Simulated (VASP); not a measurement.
# Fe (P6_3/mmc) in VASP: equation of state, part 2 of 2

VASP 6.6.1. The steps go on from the part before.

**5. Equation of state, PBE, collinear spin, ferromagnetic start, 10.05 Å³/atom (volume scaled by 1.02)**

INCAR

```
  PREC = Accurate
  ENCUT = 520
  EDIFF = 1E-7
  ISMEAR = -1
  SIGMA = 0.05
  LREAL = F
  LASPH = T
  NELM = 120
  ALGO = Normal
  ISIF = 2
  LWAVE = F
  LCHARG = F
  ISPIN = 2
  MAGMOM = 3 3
  LORBIT = 11
  LMAXMIX = 4
  GGA = PE
  NBANDS = 19
```

KPOINTS

```
Automatic mesh
0
Gamma
  12 12 7
```

POSCAR

```
Fe
1.0
    2.4502783040      0.0000000000      0.0000000000
   -1.2251391521      2.1220032576      0.0000000000
    0.0000000000      0.0000000000      3.8673784861
Fe
2
Direct
    0.6666666667      0.3333333333      0.7500000000
    0.3333333333      0.6666666667      0.2500000000
```

Potentials or basis: VASP PAW PBE potentials, release 64 (Fe).

On the command line:

```
$ cat potpaw_PBE.64/Fe/POTCAR > POTCAR
$ mpirun -np 1 vasp_std > vasp.out
```

OUTCAR:

```text
PREC = Accurate
   ENCUT = 520
   EDIFF = 1E-7
   ISMEAR = -1
   LREAL = F
   LASPH = T
   NELM = 120
   ISIF = 2
   ISPIN = 2
   LORBIT = 11
   GGA = PE

 ion  position               nearest neighbor table
   1  0.667  0.333  0.750-   2 2.40   2 2.40   2 2.40   2 2.40   2 2.40   2 2.40
   2  0.333  0.667  0.250-   1 2.40   1 2.40   1 2.40   1 2.40   1 2.40   1 2.40

  LATTYP: Found a hexagonal cell.
 ALAT       =     2.4502783040
 C/A-ratio  =     1.5783425417

  Lattice vectors:

 A1 = (   2.4502783040,   0.0000000000,   0.0000000000)
[... 2005 lines left out ...]
  external PRESSURE =      35.4727270 kB  Pullay stress =       0.0000000 kB

 VOLUME and BASIS-vectors are now :
 -----------------------------------------------------------------------------
  energy-cutoff  :      520.00
  volume of cell :       20.11
      direct lattice vectors                 reciprocal lattice vectors
     2.450278304  0.000000000  0.000000000     0.408116906  0.235626405  0.000000000
    -1.225139152  2.122003258  0.000000000     0.000000000  0.471252811  0.000000000
     0.000000000  0.000000000  3.867378486     0.000000000  0.000000000  0.258573089

 POSITION                                       TOTAL-FORCE (eV/Angst)
 -----------------------------------------------------------------------------------
      1.22514      0.70733      2.90053         0.000000     -0.000000      0.000000
     -0.00000      1.41467      0.96684        -0.000000      0.000000      0.000000
 -----------------------------------------------------------------------------------
    total drift:                               -0.000000      0.000000     -0.000000

  FREE ENERGIE OF THE ION-ELECTRON SYSTEM (eV)
  ---------------------------------------------------
  free  energy   TOTEN  =       -16.3180555749 eV

  energy  without entropy=      -16.2980379672  energy(sigma->0) =      -16.30804677

 total charge

# of ion       s       p       d       tot
------------------------------------------
    1        0.542   0.649   6.355   7.546
    2        0.542   0.649   6.355   7.546
--------------------------------------------------
tot          1.085   1.299  12.709  15.093

 magnetization (x)

# of ion       s       p       d       tot
------------------------------------------
    1       -0.000  -0.000   0.000   0.000
    2       -0.000  -0.000   0.000   0.000
--------------------------------------------------
tot         -0.000  -0.000   0.000   0.000
```

OSZICAR:

```text
N       E                     dE             d eps       ncg     rms          rms(c)
DAV:   1     0.790996725418E+02    0.79100E+02   -0.74395E+03  6112   0.116E+03
DAV:   2    -0.138443821250E+02   -0.92944E+02   -0.82928E+02  5821   0.207E+02
DAV:   3    -0.174133537634E+02   -0.35690E+01   -0.33992E+01  6450   0.514E+01
DAV:   4    -0.174414961484E+02   -0.28142E-01   -0.28121E-01  6489   0.433E+00
DAV:   5    -0.174417740674E+02   -0.27792E-03   -0.27791E-03  6508   0.400E-01    0.204E+01
DAV:   6    -0.162023694391E+02    0.12394E+01   -0.59674E+00  6248   0.520E+01    0.292E+00
DAV:   7    -0.162636306484E+02   -0.61261E-01   -0.36039E-01  7067   0.102E+01    0.375E+00
DAV:   8    -0.162806628926E+02   -0.17032E-01   -0.60315E-03  6947   0.127E+00    0.227E+00
DAV:   9    -0.163126937163E+02   -0.32031E-01   -0.13847E-02  8024   0.217E+00    0.116E+00
DAV:  10    -0.163175864361E+02   -0.48927E-02   -0.96497E-03  8505   0.170E+00    0.236E-01
DAV:  11    -0.163180527001E+02   -0.46626E-03   -0.64170E-04  8618   0.437E-01    0.896E-02
DAV:  12    -0.163180539225E+02   -0.12224E-05   -0.20388E-05  7440   0.551E-02    0.229E-02
DAV:  13    -0.163180550875E+02   -0.11650E-05   -0.30188E-06  7004   0.213E-02    0.109E-02
DAV:  14    -0.163180556058E+02   -0.51838E-06   -0.46794E-07  7320   0.109E-02    0.462E-03
DAV:  15    -0.163180555749E+02    0.30985E-07   -0.83689E-08  4055   0.579E-03
   1 F= -.16318056E+02 E0= -.16308047E+02  d E =-.200176E-01  mag=     0.0003
```

It took 72 s on 1 thread of AMD EPYC 7R13 (Zen 3), shared host; peak memory 0.13 GiB.

Results:

```
Free energy                                           : -16.3181 eV
Pressure                                              : 3.5 GPa
Band gap on the k mesh                                : none (metal or under the smearing width)
Net moment                                            : 0.00 μB per cell
Valence electrons inside the program's atomic spheres : Fe 7.55
```

Caveat: the starting moments collapsed, and a magnetic state may lie lower.

**6. Equation of state, PBE, collinear spin, ferromagnetic start, 10.25 Å³/atom (volume scaled by 1.04)**

INCAR

```
SYSTEM = Fe
  PREC = Accurate
  ENCUT = 520
  EDIFF = 1E-7
  ISMEAR = -1
  SIGMA = 0.05
  LREAL = .FALSE.
  LASPH = .TRUE.
  NELM = 120
  ALGO = Normal
  ISIF = 2
  LWAVE = .FALSE.
  LCHARG = .FALSE.
  ISPIN = 2
  MAGMOM = 3 3
  LORBIT = 11
  LMAXMIX = 4
  GGA = PE
  NBANDS = 19
```

KPOINTS

```
regular mesh
0
G
  12 12 7
  0 0 0
```

POSCAR

```
Fe
1.0
    2.4661896479      0.0000000000      0.0000000000
   -1.2330948240      2.1357828857      0.0000000000
    0.0000000000      0.0000000000      3.8924920371
Fe
2
Direct
    0.6666666667      0.3333333333      0.7500000000
    0.3333333333      0.6666666667      0.2500000000
```

Potentials or basis: VASP PAW PBE potentials, release 64 (Fe).

On the command line:

```
$ cat potpaw_PBE.64/Fe/POTCAR > POTCAR
$ mpirun -np 1 vasp_std > vasp.out
```

Wall time 63 s (1 thread of AMD EPYC 7R13 (Zen 3), shared host); peak memory 0.13 GiB.

It converged, with:

| Item | Value |
| --- | --- |
| Free energy | -16.3196 eV |
| Pressure | -2.1 GPa |
| Band gap on the k mesh | none (metal or under the smearing width) |
| Net moment | 0.00 μB per cell |
| Valence electrons inside the program's atomic spheres | Fe 7.50 |

Caveat: the starting moments collapsed, and a magnetic state may lie lower.

**7. Equation of state, PBE, collinear spin, ferromagnetic start, 10.45 Å³/atom (volume scaled by 1.06)**

INCAR

```
ALGO = Normal ; EDIFF = 1E-7
ENCUT = 520 ; GGA = PE
ISIF = 2 ; ISMEAR = -1
ISPIN = 2 ; LASPH = True
LCHARG = False ; LMAXMIX = 4
LORBIT = 11 ; LREAL = False
LWAVE = False ; MAGMOM = 3 3
NBANDS = 19 ; NELM = 150
PREC = Accurate ; SIGMA = 0.05
```

KPOINTS

```
k-points
0
Gamma
  12 12 7
```

POSCAR

```
Fe
1.0
    2.4818982858      0.0000000000      0.0000000000
   -1.2409491429      2.1493869651      0.0000000000
    0.0000000000      0.0000000000      3.9172856485
Fe
2
Direct
    0.6666666667      0.3333333333      0.7500000000
    0.3333333333      0.6666666667      0.2500000000
```

On the command line:

```
$ cat potpaw_PBE.64/Fe/POTCAR > POTCAR
$ mpirun -np 1 vasp_std > vasp.out
```

Run time: 66 s. Hardware: 1 thread of AMD EPYC 7R13 (Zen 3), shared host; peak memory 0.13 GiB.

Results (log left out):

- Free energy: -16.3080 eV
- Pressure: -7.2 GPa
- Band gap on the k mesh: none (metal or under the smearing width)
- Net moment: 0.00 μB per cell
- Valence electrons inside the program's atomic spheres: Fe 7.45

Caveat: the starting moments collapsed, and a magnetic state may lie lower.

**8. Equation of state, PBE, collinear spin, ferromagnetic start**

Potentials or basis: VASP PAW PBE potentials, release 64 (Fe).

No new run: the results of the series are fitted here.

What came out:

- Equilibrium volume: 10.17 Å³/atom
- Bulk modulus at fixed shape and positions: 289 GPa
- Pressure derivative of the bulk modulus: 4.6

Energy against volume, from the lowest point:
| volume (Å³/atom) | energy (meV/atom) |
| --- | --- |
| 9.266 | 86.54 |
| 9.463 | 50.79 |
| 9.660 | 25.27 |
| 9.857 | 8.91 |
| 10.054 | 0.77 |
| 10.251 | 0.00 |
| 10.448 | 5.82 |

Caveat: the cell was scaled at fixed shape and fractional positions, which overstates the stiffness of a crystal with free parameters, most of all of layers and chains.
